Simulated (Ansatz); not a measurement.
**Mechanical response of BaTe (Fm-3m)**

```xyz
2
Lattice="0.0000 3.4714 3.4714 3.4714 0.0000 3.4714 3.4714 3.4714 0.0000" Properties=species:S:1:pos:R:3 pbc="T T T"
Ba    0.0000    0.0000    0.0000
Te    3.4714    3.4714    3.4714
```

Computed, not measured; unless marked otherwise by PBEsol, all-electron LAPW in Ansatz 0.2.0, scalar-relativistic. k mesh 6×6×6, fixed occupations, basis error target 1 meV/atom. The cell was relaxed by PAW under this functional, which moved its volume by +5 % from the database entry's.

The cell is cubic and carries a residual pressure of -0.01 GPa at this level. Each strain component that symmetry leaves independent is applied at ±0.008 and ±0.016, the ions relax wherever a strain frees them, and the stress (tension positive, GPa) is read. Shears are engineering strains, γ = 2ε.

```
strain    size      σxx      σyy      σzz      σyz     σxz     σxy
    xx  -0.016  -1.3858  -0.1388  -0.1388   0.0000  0.0000  0.0000
    xx  -0.008  -0.6525  -0.0653  -0.0653   0.0000  0.0000  0.0000
    xx  +0.008   0.5997   0.0789   0.0789   0.0000  0.0000  0.0000
    xx  +0.016   1.1304   0.1495   0.1495   0.0000  0.0000  0.0000
    yz  -0.016   0.0103   0.0073   0.0073  -0.1778  0.0000  0.0000
    yz  -0.008   0.0081   0.0073   0.0073  -0.0888  0.0000  0.0000
    yz  +0.008   0.0081   0.0073   0.0073   0.0888  0.0000  0.0000
    yz  +0.016   0.0103   0.0073   0.0073   0.1778  0.0000  0.0000
```

The slope is [8(σ(+δ) − σ(−δ)) − (σ(+2δ) − σ(−2δ))]/(12δ), and the program imposes the crystal's symmetry on the matrix.

Q: What are the independent elastic constants?

A: C11 = 78.1, C12 = 9.0, C44 = 11.1 GPa.

Q: Do they meet the Born conditions?

A: C11 − C12 = 69.1, C11 + 2C12 = 96.2 and C44 = 11.1 GPa must all be positive, so the crystal is elastically stable; that says nothing yet of its phonons.

Q: What moduli does a random aggregate of grains have?

A: B = (C11 + 2C12)/3 = 32.1 GPa. G_V = (C11 − C12 + 3C44)/5 = 20.5 and G_R = 5(C11 − C12)C44/(4C44 + 3(C11 − C12)) = 15.2, so G_H = 17.9 GPa. Then E = 9BG/(3B + G) = 45.2 GPa, ν = (3B − 2G)/(6B + 2G) = 0.265 and B/G = 1.79, on the ductile side of Pugh's 1.75 (a rule of thumb, made for metals; it doesn't predict ductility here).

Q: With the density of 5.258 g/cm³, how fast does sound travel, and what Debye temperature follows?

A: 

```tsv
direction	slow (m/s)	middle (m/s)	fast (m/s)
[100]	1453	1453	3855
[110]	1453	2564	3225
[111]	2255	2255	2985
```

The mean of v⁻³ over directions and branches gives v_m = 1981 m/s and θ_D = (ħ/k_B) v_m (6π²n)^(1/3) = 170 K, n being atoms per volume. Young's modulus spans 30 to 76 GPa over directions, and the universal anisotropy index is 1.72.

Q: How far do the constants move if PAW replaces LAPW in the same cell?

A: 

| constant | LAPW (GPa) | PAW (GPa) | difference |
| --- | --- | --- | --- |
| C11 | 78.1 | 78.1 | 0.0 |
| C12 | 9.0 | 9.0 | 0.0 |
| C44 | 11.1 | 11.1 | 0.0 |

Q: How do the constants change if the ions are clamped to the homogeneous strain?

A: None moves by more than 0.3 GPa: by symmetry a homogeneous strain puts no force on these sites.

Keep in mind: the frozen-core PAW files of the compared runs were fitted under PBE, their cores solved anew for this functional.
